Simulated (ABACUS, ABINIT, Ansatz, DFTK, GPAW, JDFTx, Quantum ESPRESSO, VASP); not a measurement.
**Ag: programs and potentials compared**

```
Ag
1.0
     0.00000    2.04275    2.04275
     2.04275    0.00000    2.04275
     2.04275    2.04275    0.00000
Ag
1
Direct
  0.00000 0.00000 0.00000
```

Alike in all runs: task single point; functional PBE; k mesh 11 × 11 × 11; occupations fermi-dirac, width 0.05 eV; no spin polarisation; no spin-orbit coupling. Pressure is positive in compression and, in plane waves, holds the error of the finite cutoff, which Ansatz's Pulay term estimates and takes out.

| program and potentials | plane-wave cutoff (eV) | notes | pressure (GPa) |
| --- | --- | --- | --- |
| DFTK, PseudoDojo SR PBE 0.4.1 standard (PBE) | 1116 | 19 valence electrons an atom on average | 4.20 |
| Ansatz, Ansatz PAW (earlier soft set) | 420 | 19 valence electrons an atom on average; Pulay term of +0.08 GPa included | 4.47 |
| Quantum ESPRESSO, SSSP 1.3 efficiency PBE | 816 | 19 valence electrons an atom on average | 4.24 |
| ABACUS, PseudoDojo NC SR 0.4.1 PBE standard, plane waves | 1116 | 19 valence electrons an atom on average | 4.26 |
| JDFTx, PseudoDojo-SR-PBE-0.5-standard | 1116 | 19 valence electrons an atom on average | 4.28 |
| VASP, PBE PAW files Ag, 520 eV | 520 | 11 valence electrons an atom on average | 4.25 |
| ABINIT, JTH PAW PBE v2.0 | 463 | 11 valence electrons an atom on average | 4.50 |
| Ansatz, all-electron LAPW, scalar-relativistic | - | - | 4.40 |
| GPAW, GPAW PAW data sets (gpaw-data 1.2.1) | 600 | 17 valence electrons an atom on average | 4.33 |

The pressure spans 4.20 (DFTK, PseudoDojo SR PBE 0.4.1 standard (PBE)) to 4.50 GPa (ABINIT, JTH PAW PBE v2.0), with all-electron results at 4.40.

Differences between rows come from potentials, basis sets and numerical settings, since the functional is the same but for its coding. Runs on potential files found faulty are left out.
